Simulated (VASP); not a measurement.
A convergence study with VASP on CoPt (L1_0): one setting is varied, all else stays as given below, so the limit is that of these other settings. Each run relaxes cell and ions; the cell shown is the tightest run's result. The basis is that of the starting cell, so low cut-offs carry a Pulay error.

```yaml
crystal:
  lattice:
    - [2.68880, 0.00000, 0.00000]
    - [0.00000, 2.68880, 0.00000]
    - [0.00000, 0.00000, 3.72662]
  atoms:
    - { symbol: Co, position: [0.00000, 0.00000, 0.00000], spin: 2.0 }
    - { symbol: Pt, position: [0.50000, 0.50000, 0.50000] }
```

Level of theory: PBE GGA, VASP's PBE PAW potentials (set 64) (plane waves; VASP). The tightest run used: 700 eV cut-off, 11×11×8 Γ-centred mesh, first-order Methfessel-Paxton smearing of 0.10 eV, potentials Co Pt.

The reference is ENCUT = 700, which took about 3 core-minutes. The timings are rough (shared machines, no repeats); factors under 2 mean little.

Q: Of the settings ENCUT = 200; ENCUT = 250; ENCUT = 300; ENCUT = 350; ENCUT = 400; ENCUT = 450; ENCUT = 500; ENCUT = 550; ENCUT = 600; ENCUT = 650; ENCUT = 700, which is the lowest that keeps the difference from the reference in relaxed volume (Å³/atom) within 0.1 from there on, and what does it cost?

A: ENCUT = 300; its cost over the reference is about 1/3.
```tsv
setting	difference in relaxed volume (Å³/atom)	cost over the reference
ENCUT = 200	1.681	about 1/2
ENCUT = 250	0.278	about 1/3
ENCUT = 300	0.035	about 1/3
ENCUT = 350	0.038	about 1/3
ENCUT = 400	0.017	within a factor of 2
ENCUT = 450	0.004	within a factor of 2
ENCUT = 500	0.003	within a factor of 2
ENCUT = 550	0.003	within a factor of 2
ENCUT = 600	0.002	within a factor of 2
ENCUT = 650	0.001	within a factor of 2
ENCUT = 700	0.000	reference
```

Left out are rungs that failed or repeat a setting and relaxations that didn't move; long series are thinned to 24 rows.

The compound is CoPt in the L1_0 structure.
